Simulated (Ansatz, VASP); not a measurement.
## Two plane-wave programs on Fe

Contents of INCAR:

```
SYSTEM = Fe
  PREC = Accurate
  ENCUT = 520
  EDIFF = 1E-6
  ISMEAR = -1
  SIGMA = 0.1
  LREAL = .FALSE.
  LASPH = .TRUE.
  NELM = 80
  ALGO = Normal
  ISIF = 2
  LWAVE = .FALSE.
  LCHARG = .FALSE.
  NBANDS = 10
```

Contents of KPOINTS:

```
regular mesh
0
G
  16 16 16
  0 0 0
```

The input POSCAR:

```
Fe
1.0
    2.2421600128      0.0000000000      0.0000000000
    0.0000000000      2.2421600128      0.0000000000
    0.0000000000      0.0000000000      2.2421600128
Fe
1
Direct
    0.0000000000      0.0000000000      0.0000000000
```

Input for Ansatz:

```yaml
crystal:
  lattice:
    - [2.2421600128, 0.0, 0.0]
    - [0.0, 2.2421600128, 0.0]
    - [0.0, 0.0, 2.2421600128]
  atoms:
    - { symbol: Fe, position: [0.0, 0.0, 0.0] }
hamiltonian:
  xc: lda
  pseudopotentials:
    kind: paw
    azcp:
      Fe: "pseudopotentials/Fe.paw.azcp"
basis:
  ecutwfc: 420
  fft_grid_basis: typed
kpoints:
  mp_grid: { grid: [16, 16, 16], shift: [0, 0, 0] }
magnetization:
  spin_polarized: false
scf:
  occupations: { method: fermi_dirac, width: 0.1 }
  lower_state_search: "off"
output:
  stress: true
```

Alike in both runs: task single point; functional LDA; k mesh 16 × 16 × 16; occupations fermi-dirac, width 0.1 eV; no spin polarisation.

|  | VASP | Ansatz |
| --- | --- | --- |
| version | VASP 6.6.1 | Ansatz 0.2.0 |
| potentials or method | VASP PAW LDA potentials, release 64 (Fe) | plane waves (420 eV) with PAW, scalar-relativistic |
| plane-wave cutoff (eV) | 520 | 420 |
| valence electrons in the cell | 8 | 16 |

Ansatz gave:

- pressure (GPa): -9.1

**Question.** What did VASP give for the same quantities?

**Answer.** Pressure (GPa): -9.8.

The two sets of potentials don't hold the same shells in valence. Ansatz warned: «pseudo_functional_mismatch».

Caveats: the run has no spin polarisation, though such a crystal can be magnetic. Spin polarisation is off, so any magnetic state and its effect on volume and gap are missing.
